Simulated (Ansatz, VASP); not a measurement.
CdSe in VASP and in Ansatz

```
Cd Se
1.0
     0.00000    3.04921    3.04921
     3.04921    0.00000    3.04921
     2.81828    2.81828    0.23093
Cd Se
1 1
Direct
  0.00000 0.00000 0.00000
  0.75000 0.75000 0.75000
```

Alike in both runs: task single point; functional PBEsol; k mesh 10 × 10 × 10; occupations gaussian, width 0.05 eV; no spin polarisation.

|  | VASP | Ansatz |
| --- | --- | --- |
| version | VASP 6.6.1 | Ansatz 0.2.0 |
| potentials or method | VASP PAW PBE potentials, release 64 (Cd, Se) | scalar-relativistic, plane waves, PAW |
| plane-wave cutoff (eV) | 520 | 420 |
| valence electrons in the cell | 18 | 36 |

```csv
,VASP,Ansatz,Ansatz less VASP
gap on the k mesh at the Fermi level (eV),0.62,0.62,-0.005
least direct gap on the mesh (eV),0.62,0.62,-0.005
pressure (GPa),10.2,9.6,-0.62
largest component of the traceless stress (GPa),6.95,6.77,-0.176
rms of the force components (eV/Å),1.257,1.215,-0.0416
```

Atom by atom the forces differ by 0.042 eV/Å (rms over components). The two sets of potentials don't hold the same shells in valence.

Caveats: the PAW data sets were made with another functional, which shifts forces and pressure a little (VASP).
